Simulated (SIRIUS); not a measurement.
# PbSe: equation of state with PBEsol

Crystal: PbSe.

```
Pb Se
1.0
     3.78432    0.00000    0.00000
     0.00000    3.78432    0.00000
     0.00000    0.00000    3.78432
Pb Se
1 1
Direct
  0.00000 0.00000 0.00000
  0.50000 0.50000 0.50000
```

Measurements of this composition are mostly on another form, of space group No. 225.

* Program: SIRIUS 7.12.0
* Task: equation of state
* Functional: PBEsol
* Potentials or basis: all-electron FP-LAPW
* Cutoff: 167 eV
* Basis: apw+lo standard
* k mesh: 7 × 7 × 7
* Occupations: fermi-dirac, width 0.05 eV
* Spin: no spin polarisation

```
Equilibrium volume : 25.38 Å³/atom (rough: see the caveat)
Bulk modulus       : 58 GPa (rough)
```

Energy against volume, from the lowest point:
| volume (Å³/atom) | energy (meV/atom) |
| --- | --- |
| 25.472 | 0.00 |
| 26.014 | 2.59 |
| 26.556 | 8.99 |
| 27.098 | 18.36 |
| 27.640 | 30.90 |
| 28.182 | 45.64 |
| 28.724 | 62.85 |

All runs of the series together: 10 min on 1 thread of Arm Neoverse V1, with other jobs on the host.

Caveat: the minimum lies outside the volumes run; the basis cutoff falls short for Ag, Pd and Pb here, so volumes come out up to a per cent or two small and moduli rough. The run has no spin-orbit coupling, so splittings on Pb are missing.
